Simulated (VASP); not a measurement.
A run of VASP 6.6.1:

The input INCAR:

```
SYSTEM = Mg
PREC     = Accurate       ! precision mode
ENCUT    = 520            ! plane-wave cutoff, eV
EDIFF    = 1E-6           ! SCF threshold, eV
ISMEAR   = -1             ! smearing method
SIGMA    = 0.05           ! smearing width, eV
LREAL    = .FALSE.        ! projectors in reciprocal space
LASPH    = .TRUE.         ! aspherical terms in the spheres
NELM     = 100            ! most SCF steps
ALGO     = Normal         ! electronic algorithm
ISIF     = 2              ! what is computed and relaxed
LWAVE    = .FALSE.        ! write WAVECAR
LCHARG   = .TRUE.         ! write CHGCAR
GGA      = PE             ! functional
IVDW     = 13             ! dispersion correction
LELF     = .TRUE.         ! ELF
LVHAR    = .TRUE.       
NBANDS   = 9              ! bands
```

KPOINTS

```
regular mesh
0
G
  10 10 5
  0 0 0
```

POSCAR

```
Mg
1.0
    3.1877604248      0.0000000000      0.0000000000
   -1.5938802124      2.7606815091      0.0000000000
    0.0000000000      0.0000000000      5.1753304900
Mg
2
Direct
    0.6666666667      0.3333333333      0.7500000000
    0.3333333333      0.6666666667      0.2500000000
```

Potentials or basis: VASP PAW PBE potentials, release 64 (Mg).

The run is started by

```sh
$ cat potpaw_PBE.64/Mg/POTCAR > POTCAR
$ mpirun -np 1 vasp_std > vasp.out
```

Hardware: 1 thread of Intel(R) Xeon(R) Platinum 8488C (Sapphire Rapids) (shared host).

**Question.** How long does it take, and how much memory?

**Answer.** Run time: 11 s on 1 thread of Intel(R) Xeon(R) Platinum 8488C (Sapphire Rapids) (shared host), peak memory 0.15 GiB. Counts: scf iterations 10, k points 42.
